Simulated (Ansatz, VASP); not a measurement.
**C: VASP beside Ansatz**

POSCAR

```
C
1.0
    2.1414089317     -1.2364169979      0.0000000000
    2.1414089317      1.2364169979      0.0000000000
   -1.3882028085      0.0000000000      3.5260283048
C
2
Direct
    0.1666444700      0.1666444700      0.9999069600
    0.8333555300      0.8333555300      0.0000930400
```

Contents of INCAR.step1:

```
SYSTEM = C
PREC = Accurate ; ENCUT = 520
ISMEAR = -1 ; SIGMA = 0.05
LREAL = .FALSE. ; LASPH = .TRUE.
NELM = 60 ; NBANDS = 11
GGA = PE ; ALGO = Normal
EDIFF = 1E-4 ; LWAVE = .TRUE.
LCHARG = .FALSE.
```

INCAR.step2

```
SYSTEM = C
PREC = Accurate ; ENCUT = 520
EDIFF = 1E-6 ; ISMEAR = -1
SIGMA = 0.05 ; LREAL = .FALSE.
LASPH = .TRUE. ; NELM = 60
ALGO = Normal ; ISIF = 2
LWAVE = .FALSE. ; LCHARG = .FALSE.
METAGGA = R2SCAN ; LMIXTAU = .TRUE.
NBANDS = 11 ; ISTART = 1
```

The input KPOINTS:

```
Automatic mesh
0
G
  13 13 8
  0 0 0
```

input.yaml

```yaml
crystal:
  lattice:
    - [2.1414089317, -1.2364169979, 0.0]
    - [2.1414089317, 1.2364169979, 0.0]
    - [-1.3882028085, 0.0, 3.5260283048]
  atoms:
    - { symbol: C, position: [0.16664447, 0.16664447, 0.99990696] }
    - { symbol: C, position: [0.83335553, 0.83335553, 9.304e-05] }
hamiltonian:
  xc: r2scan
  pseudopotentials: { kind: paw }
kpoints:
  mp_grid: { grid: [13, 13, 8] }
scf:
  occupations: { method: fermi_dirac, width: 0.05 }
output:
  forces: true
  stress: true
  eigenvalues: true
```

This is a stacking variant of graphite.

Alike in both runs: task single point; functional r2SCAN; k mesh 13 × 13 × 8; occupations fermi-dirac, width 0.05 eV; no spin polarisation.

|  | VASP | Ansatz |
| --- | --- | --- |
| version | VASP 6.6.1 | Ansatz 0.2.0 |
| potentials or method | VASP PAW PBE potentials, release 64 (C) | Ansatz PAW |
| plane-wave cutoff (eV) | 520 | 500 |
| valence electrons in the cell | 8 | 8 |

|  | VASP | Ansatz | Ansatz less VASP |
| --- | --- | --- | --- |
| gap on the k mesh at the Fermi level (eV) | 0.98 | 0.98 | -0.001 |
| least direct gap on the mesh (eV) | 0.99 | 0.99 | -0.001 |
| pressure (GPa) | -4.8 | -5.4 | -0.65 |
| largest component of the traceless stress (GPa) | 4.84 | 5.57 | +0.725 |
| rms of the force components (eV/Å) | 0.006 | 0.006 | +0.0001 |

Atom by atom the forces differ by 0.000 eV/Å (rms over components). With one functional, cell and mesh, what is left measures potentials, basis and numerics.

Caveats: the PAW data sets were made with another functional, which shifts forces and pressure a little (VASP); an odd mesh through Γ misses points on the zone boundary, where band edges often lie (VASP); odd divisions of the mesh miss points on the zone boundary, where band edges often lie, so the gap on the mesh can be too wide (Ansatz); the PAW data sets come from PBE, with cores solved anew for the run's functional, which leaves a small shift of forces and pressure (Ansatz).
